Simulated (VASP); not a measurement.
Wanted: the native input for a VASP 6.6.1 run.

* Task: vibrations by finite differences
* Functional: LDA
* Potentials or basis: VASP PAW LDA potentials, release 64 (Pt)
* Cutoff: 350 eV
* k mesh: 10 × 10 × 10
* Occupations: gaussian, width 0.1 eV
* Spin: no spin polarisation
* Ions in elastic constants: relaxed
* Further INCAR settings: ALGO = Normal; EDIFF = 1e-08; NBANDS = 11; IBRION = 6; POTIM = 0.015; NSW = 1; ISIF = 3

The structure of Pt lies in POSCAR:

```
Pt                                      
1.0
    0.0000000000      1.9473711328      1.9473711328
    1.9473711328      0.0000000000      1.9473711328
    1.9473711328      1.9473711328      0.0000000000
  Pt            
     1
Direct
     0.0000000000000000    0.0000000000000000    0.0000000000000000
```

The input as run:

INCAR

```
ALGO = Normal
EDIFF = 1E-8
ENCUT = 350
GGA = CA
IBRION = 6
ISIF = 3
ISMEAR = 0
LASPH = T
LCHARG = F
LREAL = F
LWAVE = F
NBANDS = 11
NELM = 60
NFREE = 2
NSW = 1
POTIM = 0.015
PREC = Accurate
SIGMA = 0.1
```

KPOINTS

```
k-points
0
Gamma
  10 10 10
```

Potentials or basis: VASP PAW LDA potentials, release 64 (Pt).

Command:

```console
$ cat potpaw_LDA.64/Pt/POTCAR > POTCAR
$ mpirun -np 1 vasp_std > vasp.out
```

Results of the run:

- Elastic constants C11, C12, C44: 405, 267, 102 GPa
- Voigt bulk modulus: 313 GPa

Caveat: elastic constants of metals need much finer meshes, so these are rough.

Wall time 2.9 min on 1 thread of Intel(R) Xeon(R) Platinum 8259CL CPU @ 2.50GHz (Skylake/Cascade Lake), with other jobs on the host, peak memory 0.16 GiB.
